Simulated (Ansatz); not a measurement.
Thin-film absorbers: gap and absorption strength

A comparison from first-principles data. An absorber needs a gap near the optimum for sunlight and strong absorption just above it, so that a thin film suffices.

The yardstick is GaAs. The sun is a 5800 K black body (k_BT_s = 0.4998 eV). The spin–orbit shift found at the semilocal level is added to the hybrid gap.

### Data

Computed with Ansatz, a plane-wave PAW program. HSE06 gap: HSE06 on the r²SCAN cell, no spin–orbit coupling; spin–orbit shift: r²SCAN, with minus without spin–orbit coupling; the direct offset: r²SCAN; ε₁, ε₂: r²SCAN, independent particles, 0.5 eV above the lowest direct gap.

Working rules: gap = HSE06 + shift; ultimate efficiency u = x Σ_j e^(−jx)(x²/j + 2x/j² + 2/j³)/6.494, x = E_g/k_BT_s; k = √((|ε| − ε₁)/2); depth = 2.303 ħc/(2kE) = 227.2 nm·eV/(kE), at E = gap + direct offset + 0.5 eV.

```
crystal                        HSE06 gap (eV)  spin–orbit shift (eV)  direct minus fundamental gap (eV)     ε₁    ε₂  gap estimate (eV)  ultimate efficiency (%)  extinction k  90 % absorption depth (nm)
-----------------------------  --------------  ---------------------  ---------------------------------  -----  ----  -----------------  -----------------------  ------------  --------------------------
GaAs (zinc blende), reference            1.36                  −0.10                               0.00  13.64  1.29              1.260                     43.0        0.1744                         740
6H-CdSe                                  1.52                  −0.12                               0.00   7.18  1.35              1.400                     41.4        0.2508                         480
CdZn3Se4 (P-43m, cP8)                    2.10                  −0.12                               0.00   7.71  1.07              1.980                     30.0        0.1922                         480
Rb2PdC2 (P-3m1, hP5)                     2.42                  −0.09                               0.00   5.25  4.33              2.330                     22.5        0.8818                          91
```

Model phases, started by placing the elements on a structure type or from a typed cell, with no claim that they are known: 6H-CdSe. Runs started from generated or typed cells of the structure named: GaAs. Not checked to be the ambient phase: Rb2PdC2 (P-3m1, hP5). No claim is made that these are known or stable phases: CdZn3Se4 (P-43m, cP8). Spin–orbit coupling is left out unless named.

### Worked example

For Rb2PdC2 (P-3m1, hP5), step by step:

1. E_g = 2.42 + (−0.09) = 2.330 eV
2. u at x = 2.330/0.4998 = 22.5 %
3. k = √((√(5.25² + 4.33²) − 5.25)/2) = 0.8818
4. absorption depth: 227.2/(0.8818 × (2.330 + 0.00 + 0.5)) = 91 nm

### Result

By ultimate efficiency (highest first): GaAs (43.0 ± 1.5) ≈ 6H-CdSe (41.4 ± 2.4), CdZn3Se4 (P-43m, cP8) (30.0 ± 4.7), Rb2PdC2 (P-3m1, hP5) (22.5 ± 4.9). The ± follows from allowances picked for this note (HSE06 gap 10 %, spin–orbit shift 0.03 eV, 2 % for the model), carried to first order and added in quadrature; ≈ joins neighbours closer than their two ± added in quadrature. 0 of the 3 others clearly beat the reference on this figure.

### Caveats

Only crystals whose lowest direct gap lies within 0.1 eV of the fundamental one, with a spin–orbit shift under 0.6 eV, were drawn. The ultimate efficiency counts each photon above the gap as the gap energy, so it bounds the detailed-balance limit from above and peaks near 1.1 eV. The spectrum is shifted rigidly; excitons, phonon-assisted absorption and defects are left out. Where several phases of a formula are at hand, those over 0.1 eV/atom above the lowest were not drawn (by r²SCAN where it compared them, else by the largest value; a layered or molecular lowest phase counts only with a dispersion term); other phases could lie lower still. Rows were sampled with a lean to familiar crystals, related or not, whatever their agreement with measurement; tables with many equal figures were not kept. Limits of the draw: gap of 0.6 to 2.8 eV and within 0.1 eV of direct, shift under 0.6 eV, ε₂ over 0.03; no layered crystals or phases known only at other temperatures or pressures; no unfamiliar magnets, and cubic perovskites only if shown or known to be stable. As a rule kept out of such tables: 4f compounds, open-shell compounds run without a Hubbard term, cells found unstable in the tests at hand, cells close to a higher symmetry, and runs set to a pressure or over 12 % in volume from the crystal's fullest run.
